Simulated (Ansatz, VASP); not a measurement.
## Pt: VASP beside Ansatz

The input POSCAR:

```
Pt
1.0
    0.0000000000      2.0668907952      1.7568571759
    2.0668907952      0.0000000000      1.7568571759
    2.0668907952      2.0668907952      0.0000000000
Pt
1
Direct
    0.0000000000      0.0000000000      0.0000000000
```

The input INCAR.step1:

```
ALGO     = Normal         # electronic algorithm
EDIFF    = 1E-4           # SCF threshold, eV
ENCUT    = 520            # plane-wave cutoff, eV
GGA      = PE             # functional
ISMEAR   = 0              # smearing method
LASPH    = T              # aspherical terms in the spheres
LCHARG   = F              # write CHGCAR
LREAL    = F              # projectors in reciprocal space
LWAVE    = T              # write WAVECAR
NBANDS   = 11             # bands
NELM     = 100            # most SCF steps
PREC     = Accurate       # precision mode
SIGMA    = 0.15           # smearing width, eV
```

File INCAR.step2:

```
ALGO     = Normal         # electronic algorithm
EDIFF    = 1E-6           # SCF threshold, eV
ENCUT    = 520            # plane-wave cutoff, eV
ISIF     = 2              # what is computed and relaxed
ISMEAR   = 0              # smearing method
ISTART   = 1            
LASPH    = T              # aspherical terms in the spheres
LCHARG   = T              # write CHGCAR
LELF     = T              # ELF
LMIXTAU  = T            
LREAL    = F              # projectors in reciprocal space
LVHAR    = T            
LWAVE    = F              # write WAVECAR
METAGGA  = R2SCAN         # meta-GGA
NBANDS   = 11             # bands
NELM     = 100            # most SCF steps
PREC     = Accurate       # precision mode
SIGMA    = 0.15           # smearing width, eV
```

File KPOINTS:

```
k-points
0
Gamma
  24 24 24
```

Input for Ansatz:

```yaml
crystal:
  lattice:
    - [0.0, 2.0668907952, 1.7568571759]
    - [2.0668907952, 0.0, 1.7568571759]
    - [2.0668907952, 2.0668907952, 0.0]
  atoms:
    - { symbol: Pt, position: [0.0, 0.0, 0.0] }
basis:
  ecutwfc: 500
kpoints:
  mp_grid: { grid: [24, 24, 24] }
hamiltonian:
  xc: r2scan
scf:
  occupations: { method: gaussian, width: 0.15 }
output:
  forces: true
  stress: true
  eigenvalues: true
```

Alike in both runs: task single point; functional r2SCAN; k mesh 24 × 24 × 24; occupations gaussian, width 0.15 eV; no spin polarisation.

|  | VASP | Ansatz |
| --- | --- | --- |
| version | VASP 6.6.1 | Ansatz 0.2.0 |
| potentials or method | VASP PAW PBE potentials, release 64 (Pt) | scalar-relativistic, plane waves, PAW |
| plane-wave cutoff (eV) | 520 | 500 |
| valence electrons in the cell | 10 | 18 |

|  | VASP | Ansatz | Ansatz less VASP |
| --- | --- | --- | --- |
| gap on the k mesh at the Fermi level (eV) | none | none | - |
| pressure (GPa) | 7.9 | 7.1 | -0.80 |
| largest component of the traceless stress (GPa) | 4.43 | 4.35 | -0.076 |

A gap of «none» marks a metal or a gap that the smearing closes. The two sets of potentials don't hold the same shells in valence.

Caveats: the PAW data sets were made with another functional, which shifts forces and pressure a little (VASP). Spin-orbit coupling is left out, which matters for the levels of Pt.
